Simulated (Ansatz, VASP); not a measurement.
## One calculation of TaN, two programs

```
Ta N
1.0
     2.92177    0.00000    0.00000
    -1.46088    2.53033    0.00000
     0.00000    0.00000    5.91652
Ta N
2 2
Direct
  0.00000 0.00000 0.50000
  0.00000 0.00000 0.00000
  0.33333 0.66667 0.25000
  0.66667 0.33333 0.75000
```

The cell comes from a database or a generator and needn't be the stable form of this composition.

Alike in both runs: task band structure; functional PBE; k mesh 10 × 10 × 5; occupations fermi-dirac, width 0.05 eV; no spin polarisation.

|  | VASP | Ansatz |
| --- | --- | --- |
| version | VASP 6.6.1 | Ansatz 0.2.0 |
| potentials or method | VASP PAW PBE potentials, release 64 (Ta_sv_GW, N_GW) | Ansatz PAW |
| plane-wave cutoff (eV) | 600 | 420 |
| valence electrons in the cell | 36 | 36 |

```tsv
	VASP	Ansatz	Ansatz less VASP
gap on the k mesh at the Fermi level (eV)	none	none	-
pressure (GPa)	-1.0	-1.0	-0.07
largest component of the traceless stress (GPa)	0.15	0.09	-0.053
```

A gap of «none» marks a metal or a gap that the smearing closes. With one functional, cell and mesh, what is left measures potentials, basis and numerics.

Caveats: spin-orbit coupling is left out, which moves the levels of the heavy elements; the pressure holds a Pulay correction of +0.4 GPa for the finite cutoff (Ansatz).
